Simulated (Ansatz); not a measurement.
A (101) slab of Si$_{2}$Mo (I4/mmm (No. 139)), 12 planes, outer planes Si (top) and Si (bottom), with 12 atoms (Si8Mo4) in a surface cell of A = 13.679 Å², as cut from the bulk:

```yaml
crystal:
  lattice:
    - [3.21685, 0.00000, 0.00000]
    - [-1.60842, 4.25243, 0.00000]
    - [0.00000, 0.00000, 25.92935]
  atoms:
    - { symbol: Si, position: [0.43022, 0.86044, 0.28925] }
    - { symbol: Mo, position: [0.14306, 0.28613, 0.32773] }
    - { symbol: Si, position: [0.85590, 0.71181, 0.36622] }
    - { symbol: Si, position: [0.57328, 0.14657, 0.40409] }
    - { symbol: Mo, position: [0.28613, 0.57225, 0.44258] }
    - { symbol: Si, position: [0.99897, 0.99793, 0.48106] }
    - { symbol: Si, position: [0.71635, 0.43270, 0.51894] }
    - { symbol: Mo, position: [0.42919, 0.85838, 0.55742] }
    - { symbol: Si, position: [0.14203, 0.28406, 0.59591] }
    - { symbol: Si, position: [0.85941, 0.71882, 0.63378] }
    - { symbol: Mo, position: [0.57225, 0.14450, 0.67227] }
    - { symbol: Si, position: [0.28509, 0.57019, 0.71075] }
```

Theory: DFT PBE, scalar-relativistic, plane waves, PAW (Ansatz). Cutoff 420 eV; k points 11×8×1 on the computed 12-atom cell (Γ-centred); Gaussian smearing, width 0.10 eV; no spin polarisation. The cell repeats along c with a dipole correction in the vacuum.

Against the same 12 atoms in the bulk, the slab as cut lies 3.993 eV higher and the relaxed slab 3.755 eV higher.

**Question.** Work out the surface energy before and after relaxation.

**Answer.** The slab has two faces, so γ = (E_slab − N·E_bulk)/(2A), the mean of both. As cut: 3.993/(2 × 13.679) = 0.1460 eV/Å², and 1 eV/Å² = 16.02 J/m², so γ = 2.34 J/m². Relaxed: 3.755/(2 × 13.679) = 0.1373 eV/Å² = 2.20 J/m². Relaxation recovers 6 % of the cost of cutting.

**Question.** What is the ideal work of this cut, per area?

**Answer.** Griffith's ideal work is 2γ: 4.68 J/m² if the new faces stay rigid, 4.40 J/m² if they relax. Other cuts parallel to this plane can cost less. One thickness was run, 12 planes, so γ can still shift with it.

Cleaving the disilicide between adjacent silicon planes is costly, and relaxation recovers only a small part of that cost. The planes are closely spaced, so the cut severs Mo–Si contacts as well as Si–Si ones, although both faces end in silicon. The energy therefore reflects the loss of mixed Mo d–Si p bonding together with Si–Si bonding, and silicon termination alone doesn't make the surface cheap.

The modest relaxation suggests that small shifts of the outer atoms can't replace the missing neighbours, while the molybdenum just below still anchors the surface silicon. The slab as cut has inversion symmetry, which makes its two faces equivalent. The mean surface energy is then also that of each face, which wouldn't hold for unlike terminations.

The ideal work measures bond separation only; the measured fracture energy can be higher where dislocations or other dissipative processes accompany cracking. A reconstruction with a longer surface period, such as one that pairs silicon atoms, couldn't appear in this cell and might lower the relaxed value further.
